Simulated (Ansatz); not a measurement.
## GaP: how strain makes field gradients

```yaml
crystal:
  lattice:
    - [0.00000, 2.72525, 2.72525]
    - [2.72525, 0.00000, 2.72525]
    - [2.72525, 2.72525, 0.00000]
  atoms:
    - { symbol: Ga, position: [0.00000, 0.00000, 0.00000] }
    - { symbol: P, position: [0.75000, 0.75000, 0.75000] }
```

Atoms are numbered in the order listed.

The geometry is COD entry 9008846, unchecked; take it as a test cell.

Computed with Ansatz 0.2.0, DFT, LDA, all-electron PAW with datasets made for the crystal, scalar-relativistic.

Sampling and basis: a Γ-centred 10×10×10 k mesh, Fermi–Dirac smearing of 0.05 eV, cutoff 240 eV (chosen by the program for this cell), no spin polarisation.

The strain is applied along the Cartesian axes of the cell as listed (the other components stay zero). Fractional coordinates are held (clamped ions).

The columns are Cartesian components of the electric field gradient at the nuclei, in 10²¹ V/m².

Only quantities that a quadratic follows smoothly over the whole series are listed; rougher ones are left out.

| εxx = εyy | Vzz at Ga1 | Vzz at P2 |
| --- | --- | --- |
| -0.0100 | -0.19 | 0.13 |
| 0.0000 | 0.00 | 0.00 |
| 0.0200 | 0.39 | -0.23 |
| 0.0300 | 0.58 | -0.34 |

Problem. Fit the series and give the gradient–strain slopes.

Solution. Least-squares fits y = p0 + p1 x + p2 x² to the rows give Vzz at Ga1: p1 = 19.3, p2 = 3.2e-13; Vzz at P2: p1 = -12.4, p2 = 33. The slopes p1 are in 10²¹ V/m² per unit strain, for clamped ions.

Problem. One run, at εxx = εyy = 0.0100, is withheld. Predict its row.

Solution. The fits give 0.20, -0.12; the run gave 0.19, -0.12.
